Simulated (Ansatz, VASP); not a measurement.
**Ca in VASP and in Ansatz**

```xyz
1
Lattice="-2.2426 2.1459 2.4412 2.2426 -2.1459 2.4412 2.2426 2.1459 -2.4412" Properties=species:S:1:pos:R:3 pbc="T T T"
Ca    0.0000    0.0000    2.4412
```

Alike in both runs: task single point; functional PBEsol; k mesh 14 × 14 × 14; occupations gaussian, width 0.1 eV; no spin polarisation.

```csv
,VASP,Ansatz
version,VASP 6.6.1,Ansatz 0.2.0
potentials or method,"VASP PAW PBE potentials, release 64 (Ca_sv)","scalar-relativistic, plane waves, PAW"
plane-wave cutoff (eV),520,420
valence electrons in the cell,10,10
```

Ansatz gave:

| Property | Result |
| --- | --- |
| gap on the k mesh at the Fermi level (eV) | none |
| pressure (GPa) | -2.1 |
| largest component of the traceless stress (GPa) | 0.19 |

What did VASP give for the same quantities?

gap on the k mesh at the Fermi level (eV): none; pressure (GPa): -2.0; largest component of the traceless stress (GPa): 0.19.

A gap of «none» marks a metal or a gap that the smearing closes. With one functional, cell and mesh, what is left measures potentials, basis and numerics.

Caveats: the PAW data sets were made with another functional, which shifts forces and pressure a little (VASP).
